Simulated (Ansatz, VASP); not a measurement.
# One calculation of PtS2, two programs

Contents of POSCAR:

```
PtS2
1.0
    3.5526240946      0.0000000000      0.0000000000
   -1.7763120473      3.0766627160      0.0000000000
    0.0000000000      0.0000000000      5.1228306135
Pt S
1 2
Direct
    0.0000000000      0.0000000000      0.0000000000
    0.3333333333      0.6666666667      0.2392542175
    0.6666666667      0.3333333333      0.7607457825
```

The input INCAR.step1:

```
SYSTEM = PtS2
PREC     = Accurate       ! precision mode
ENCUT    = 520            ! plane-wave cutoff, eV
ISMEAR   = -1             ! smearing method
SIGMA    = 0.001          ! smearing width, eV
LREAL    = .FALSE.        ! projectors in reciprocal space
LASPH    = .TRUE.         ! aspherical terms in the spheres
NELM     = 60             ! most SCF steps
NBANDS   = 18             ! bands
GGA      = PE             ! functional
ALGO     = Normal         ! electronic algorithm
EDIFF    = 1E-4           ! SCF threshold, eV
LWAVE    = .TRUE.         ! write WAVECAR
LCHARG   = .FALSE.        ! write CHGCAR
```

INCAR.step2

```
SYSTEM = PtS2
PREC     = Accurate       ! precision mode
ENCUT    = 520            ! plane-wave cutoff, eV
EDIFF    = 1E-7           ! SCF threshold, eV
ISMEAR   = -1             ! smearing method
SIGMA    = 0.001          ! smearing width, eV
LREAL    = .FALSE.        ! projectors in reciprocal space
LASPH    = .TRUE.         ! aspherical terms in the spheres
NELM     = 60             ! most SCF steps
ALGO     = Normal         ! electronic algorithm
ISIF     = 2              ! what is computed and relaxed
LWAVE    = .FALSE.        ! write WAVECAR
LCHARG   = .FALSE.        ! write CHGCAR
METAGGA  = R2SCAN         ! meta-GGA
LMIXTAU  = .TRUE.       
NBANDS   = 18             ! bands
ISTART   = 1
```

KPOINTS

```
Automatic mesh
0
G
  6 6 4
  0 0 0
```

Input for Ansatz:

```yaml
crystal:
  lattice:
    - [3.5526240946, 0.0, 0.0]
    - [-1.7763120473, 3.076662716, 0.0]
    - [0.0, 0.0, 5.1228306135]
  atoms:
    - { symbol: Pt, position: [0.0, 0.0, 0.0] }
    - { symbol: S, position: [0.3333333333, 0.6666666667, 0.2392542175] }
    - { symbol: S, position: [0.6666666667, 0.3333333333, 0.7607457825] }
kpoints:
  mp_grid: { grid: [6, 6, 4] }
hamiltonian:
  xc: r2scan
scf:
  occupations: { method: fermi_dirac, width: 0.001 }
  n_extra_bands: 4
output:
  forces: true
  stress: true
  eigenvalues: true
```

Alike in both runs: task single point; functional r2SCAN; k mesh 6 × 6 × 4; occupations fermi-dirac, width 0.001 eV; no spin polarisation.

|  | VASP | Ansatz |
| --- | --- | --- |
| version | VASP 6.6.1 | Ansatz 0.2.0 |
| potentials or method | VASP PAW PBE potentials, release 64 (Pt, S) | plane waves |
| plane-wave cutoff (eV) | 520 | 500 |
| valence electrons in the cell | 22 | 30 |

|  | VASP | Ansatz | Ansatz less VASP |
| --- | --- | --- | --- |
| gap on the k mesh at the Fermi level (eV) | 0.98 | 0.99 | +0.004 |
| pressure (GPa) | 1.2 | 1.3 | +0.08 |
| largest component of the traceless stress (GPa) | 0.05 | 0.07 | +0.017 |
| rms of the force components (eV/Å) | 0.023 | 0.020 | -0.0024 |

Atom by atom the forces differ by 0.002 eV/Å (rms over components). With one functional, cell and mesh, what is left measures potentials, basis and numerics. The two sets of potentials don't hold the same shells in valence.

Caveats: the PAW data sets were made with another functional, which shifts forces and pressure a little (VASP); spin-orbit coupling is left out, which moves the levels of the heavy elements. A k mesh can miss the band edges. r2SCAN opens gaps a little over a GGA but as a rule still falls short of measured ones.
